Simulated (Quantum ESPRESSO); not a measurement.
Crystal: CdS (Hawleyite).

```xyz
2
Lattice="0.0000 2.9165 2.9165 2.9165 0.0000 2.9165 2.9165 2.9165 0.0000" Properties=species:S:1:pos:R:3 pbc="T T T"
Cd    0.0000    0.0000    0.0000
S     4.3748    4.3748    4.3748
```

* Program: Quantum ESPRESSO 7.5
* Task: phonons
* Functional: PBE
* Potentials or basis: GBRV 1.5 PBE
* Cutoff: 612 eV
* Density cutoff: 4898 eV
* k mesh: 6 × 6 × 6, shifted
* Occupations: fermi-dirac, width 0.05 eV
* Spin: no spin polarisation
* Mixing beta: 0.5
* Most SCF iterations: 120
* SCF threshold: 4e-10 Ry

The cell and the atoms were relaxed first, to 26.15 Å³/atom (a = 4.198 Å, b = 4.198 Å, c = 4.198 Å, α = 60.00°, β = 60.00°, γ = 60.00°), and the response was taken there.

The first run showed a gap, so the response started from a second, tighter run with fixed occupations.

**Question.** What is the highest optical frequency at the zone centre, leaving out the macroscopic field of polar modes?

**Answer.** 216 cm⁻¹, a mode of symmetry T2 (IR and Raman). With the field the highest mode lies at 277 cm⁻¹.

Optical modes at Γ, degenerate ones joined, polar ones without the macroscopic field:
```
cm⁻¹  components  symmetry     active in  IR intensity, summed ((D/Å)²/amu)
 216           3        T2  IR and Raman                              13.97
```

Zone-centre frequencies without and with the macroscopic field along z (cm⁻¹):
```
                optical modes in rising order
       without                    216 216 216
with the field                    216 216 277
```
